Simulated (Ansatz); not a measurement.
# CdS: the cost of one run

Method: DFT PBE, scalar-relativistic, plane waves, PAW, in Ansatz 0.2.0.

**1. The system as given**

Symmetry: P4_2/mnm, No. 136, tetragonal system. The conventional cell has a = 7.208 Å, b = 7.208 Å, c = 4.212 Å, α = 90.00°, β = 90.00°, γ = 90.00°. Cd (site symmetry m2m) has 4 S at 2.54 to 2.60 Å as nearest neighbours. S (site symmetry m2m) has 4 Cd at 2.54 to 2.60 Å as nearest neighbours.

As a file:

```
Cd S
1.0
     7.20800    0.00000    0.00000
     0.00000    7.20800    0.00000
     0.00000    0.00000    4.21201
Cd S
4 4
Direct
  0.67868 0.67868 0.00000
  0.17868 0.82132 0.50000
  0.82132 0.17868 0.50000
  0.32132 0.32132 0.00000
  0.81750 0.81750 0.50000
  0.18250 0.18250 0.50000
  0.68250 0.31750 0.00000
  0.31750 0.68250 0.00000
```

The start is the relaxed end of an invented cell (made as: 4-connected net, two elements alternating (P4_2/mnm, No. 136)), taken up again for a closer look.

**2. Probe: one point on a coarse mesh**

Input file input.yaml:

```yaml
crystal:
  lattice:
    - [7.2080003, 0.0, 0.0]
    - [0.0, 7.2080003, 0.0]
    - [0.0, 0.0, 4.2120102]
  atoms:
    - { symbol: Cd, position: [0.678677, 0.678677, 0.0] }
    - { symbol: Cd, position: [0.178677, 0.821323, 0.5] }
    - { symbol: Cd, position: [0.821323, 0.178677, 0.5] }
    - { symbol: Cd, position: [0.321323, 0.321323, 0.0] }
    - { symbol: S, position: [0.8175, 0.8175, 0.5] }
    - { symbol: S, position: [0.1825, 0.1825, 0.5] }
    - { symbol: S, position: [0.6825, 0.3175, 0.0] }
    - { symbol: S, position: [0.3175, 0.6825, 0.0] }
basis:
  ecutwfc: 420
kpoints:
  mp_grid: { grid: [4, 4, 4] }
hamiltonian:
  xc: pbe
scf:
  occupations: { method: gaussian, width: 0.1 }
  lower_state_search: "off"
output:
  forces: true
  stress: true
  eigenvalues: true
```

The run is started by

```console
> ansatz run input.yaml --threads 4 --pin off --max-ram 8192MiB --backend cpu --events-out ev --progress --plain --runs-dir out
```

Q: Estimate wall time and peak memory on 4 threads of Arm Neoverse V2, shared host.

About 3.1 s, with a peak of 0.68 GiB.
